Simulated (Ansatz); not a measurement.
Set up this calculation in Ansatz 0.2.0, as the native input.

```
Task                : single point
Functional          : PBE
Potentials or basis : Ansatz PAW
Cutoff              : 420 eV (not typed: the program's choice for these potentials)
k mesh              : 7 × 7 × 7
Occupations         : gaussian, width 0.024 eV
Spin                : no spin polarisation
```

The system is Cu3Au (Auricupride).

```xyz
4
Lattice="3.7400 0.0000 0.0000 0.0000 3.7400 0.0000 0.0000 0.0000 3.7400" Properties=species:S:1:pos:R:3 pbc="T T T"
Au    0.0000    0.0000    0.0000
Cu    1.8700    1.8700    0.0000
Cu    1.8700    0.0000    1.8700
Cu    0.0000    1.8700    1.8700
```

These files were run (other wordings do the same):

input.yaml

```yaml
crystal:
  lattice:
    - [3.74, 0.0, 0.0]
    - [0.0, 3.74, 0.0]
    - [0.0, 0.0, 3.74]
  atoms:
    - { symbol: Au, position: [0.0, 0.0, 0.0] }
    - { symbol: Cu, position: [0.5, 0.5, 0.0] }
    - { symbol: Cu, position: [0.5, 0.0, 0.5] }
    - { symbol: Cu, position: [0.0, 0.5, 0.5] }
hamiltonian:
  xc: pbe
  pseudopotentials: { kind: paw }
kpoints:
  mp_grid: { grid: [7, 7, 7] }
scf:
  occupations: { method: gaussian, width: 0.024 }
output:
  forces: true
  stress: true
  eigenvalues: true
```

Potentials or basis: Ansatz PAW.

Run with:

```sh
$ ansatz run input.yaml --threads 2 --pin off --max-ram 5632MiB --backend cpu --events-out ev --progress --plain --runs-dir out
```

Results of the run:

```
Pressure               : 5.0 GPa
Band gap on the k mesh : none (metal or under the smearing width)
```

It took 1.3 s on 2 threads of Arm Neoverse V2 (shared host), peak memory 0.34 GiB.
